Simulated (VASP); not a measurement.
Pb: single point with PBE

The system is Pb, a sheet with vacuum.

```xyz
2
Lattice="5.1945 0.0000 0.0000 -2.5972 4.4986 0.0000 0.0000 0.0000 23.8000" Properties=species:S:1:pos:R:3 pbc="T T T"
Pb    0.0000    2.9990    7.0000
Pb    2.5972    1.4995    7.0000
```

The cell was built by a generator and needn't be a form met in nature.

- Program: VASP 6.6.1
- Task: single point
- Functional: PBE
- Potentials or basis: VASP PAW PBE potentials, release 64 (Pb_d)
- Cutoff: 520 eV
- k mesh: 3 × 3 × 1
- Occupations: gaussian, width 0.1 eV
- Spin: no spin polarisation
- Dipole correction: yes
- Further INCAR settings: ALGO = Normal; EDIFF = 1e-07; NBANDS = 21

```yaml
Band_gap_on_the_k_mesh: none (metal or under the smearing width)
Work_function_of_the_upper_face: 4.29 eV
Work_function_of_the_lower_face: 4.29 eV
```

Levels at points of the mesh, in eV from the Fermi level:
```
           k point  band 12  band 13  band 14  band 15  band 16  band 17
(0.00, 0.00, 0.00)    -4.95    -1.27    -0.63    -0.63     3.05     3.05
```

Wall time 47 s on 1 thread of Intel(R) Xeon(R) 6975P-C (Granite Rapids) (shared host), peak memory 0.55 GiB.

Caveat: the k mesh is coarse (spacing up to 0.47 Å⁻¹), so the values aren't converged. Spin-orbit coupling is left out, which matters for the levels of Pb.
